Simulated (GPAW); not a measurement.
Set up this calculation in GPAW 26.7.0, as an ASE script.

- Task: equation of state
- Functional: LDA
- Potentials or basis: the program's PAW data sets (release 1.2.1) made for this functional
- Cutoff: 800 eV
- Basis: pw
- k mesh: 8 × 8 × 8
- Occupations: fermi-dirac, width 0.05 eV
- Spin: no spin polarisation
- Maxiter: 150
- Eos scales: [0.94, 0.96, 0.98, 1.0, 1.02, 1.04, 1.06]

Crystal: MgSe.

```xyz
2
Lattice="0.0000 2.7255 2.7255 2.7255 0.0000 2.7255 2.7255 2.7255 0.0000" Properties=species:S:1:pos:R:3 pbc="T T T"
Se    2.7255    2.7255    2.7255
Mg    0.0000    0.0000    0.0000
```

These files were run (other wordings do the same):

run.py

```python
from ase import Atoms
from ase.eos import EquationOfState
from ase.io import Trajectory
from ase.units import GPa
from gpaw import GPAW, PW

atoms = Atoms(['Se', 'Mg'],
              cell=[[0.0, 2.7255, 2.7255],
                    [2.7255, 0.0, 2.7255],
                    [2.7255, 2.7255, 0.0]],
              scaled_positions=[[0.5, 0.5, 0.5],
                                [0.0, 0.0, 0.0]],
              pbc=True)

traj = Trajectory('eos.traj', 'w')
volumes, energies = [], []
for x in [0.94, 0.96, 0.98, 1.0, 1.02, 1.04, 1.06]:
    a = atoms.copy()
    a.set_cell(atoms.cell * x**(1 / 3), scale_atoms=True)
    calc = GPAW(mode=PW(800),
                xc='LDA',
                kpts={'size': (8, 8, 8), 'gamma': True},
                occupations={'name': 'fermi-dirac', 'width': 0.05},
                nbands=16,
                convergence={'density': 1e-05, 'energy': 1e-05},
                maxiter=150,
                txt=f'eos-{x:.2f}.txt')
    a.calc = calc
    energies.append(a.get_potential_energy(force_consistent=True))
    volumes.append(a.get_volume())
    p = -a.get_stress()[:3].mean() / GPa
    calc.write(f'eos-{x:.2f}.gpw')
    traj.write(a)
    print(f'{x:.2f} {volumes[-1]:10.4f} A^3 {energies[-1]:14.6f} eV {p:9.3f} GPa', flush=True)

v0, e0, B = EquationOfState(volumes, energies, eos='birchmurnaghan').fit()
print(f'V0 = {v0:.4f} A^3, E0 = {e0:.6f} eV, B0 = {B / GPa:.2f} GPa')
```

Potentials or basis: the program's PAW data sets (release 1.2.1) made for this functional, pw.

Launch:

```console
$ OMP_NUM_THREADS=1 python run.py
```

It gave:

| Item | Value |
| --- | --- |
| Equilibrium volume | 19.61 Å³/atom |
| Bulk modulus | 69 GPa |
| Pressure derivative of the bulk modulus | 4.2 |

Run time: 2 min on 1 thread of Arm Neoverse V1, on a shared host, peak memory 0.31 GiB.
